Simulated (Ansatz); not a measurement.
**WS2: frozen-core PAW against all-electron methods**

```xyz
3
Lattice="0.0000 2.9372 2.9372 2.9372 0.0000 2.9372 2.9372 2.9372 0.0000" Properties=species:S:1:pos:R:3 pbc="T T T"
W     0.0000    0.0000    0.0000
S     1.4686    1.4686    1.4686
S     4.4058    4.4058    4.4058
```

Atoms are numbered in the order listed.

The cell was built from the fluorite type and relaxed in the same program, and has space group Fm-3m; it needn't be a known or the stable phase.

Spin–orbit coupling is left out, though it moves levels of the heavy atoms by tenths of an eV or more.

Methods: DFT, PBE, PAW with Ansatz's default frozen-core files, scalar-relativistic (Ansatz 0.2.0); DFT, PBE, all-electron LAPW, scalar-relativistic (Ansatz 0.2.0).

For PAW: a Γ-centred 11×11×11 k mesh, Fermi–Dirac smearing of 0.08 eV, cutoff 420 eV, no spin polarisation. LAPW targets a basis error of 1 meV/atom. The Ansatz runs share mesh, smearing and spin set-up. Plane-wave (PAW) pressures include the program's estimate of the Pulay term.

Stress and pressure are positive in compression.

Levels count from the Fermi level.

PAW results:

```json
{"quantity": "pressure (GPa)", "PAW": "0.02"}
{"quantity": "highest filled level at K (eV)", "PAW": "-0.046"}
{"quantity": "lowest empty level at K (eV)", "PAW": "0.360"}
{"quantity": "highest filled level at W (eV)", "PAW": "-0.168"}
{"quantity": "lowest empty level at W (eV)", "PAW": "0.329"}
{"quantity": "highest filled level at Γ (eV)", "PAW": "-0.803"}
{"quantity": "lowest empty level at Γ (eV)", "PAW": "4.613"}
```

Problem. What does full-potential LAPW give for the same quantities?

Solution. 
| quantity | LAPW |
| --- | --- |
| pressure (GPa) | 0.10 |
| highest filled level at K (eV) | -0.047 |
| lowest empty level at K (eV) | 0.360 |
| highest filled level at W (eV) | -0.169 |
| lowest empty level at W (eV) | 0.329 |
| highest filled level at Γ (eV) | -0.804 |
| lowest empty level at Γ (eV) | 4.612 |
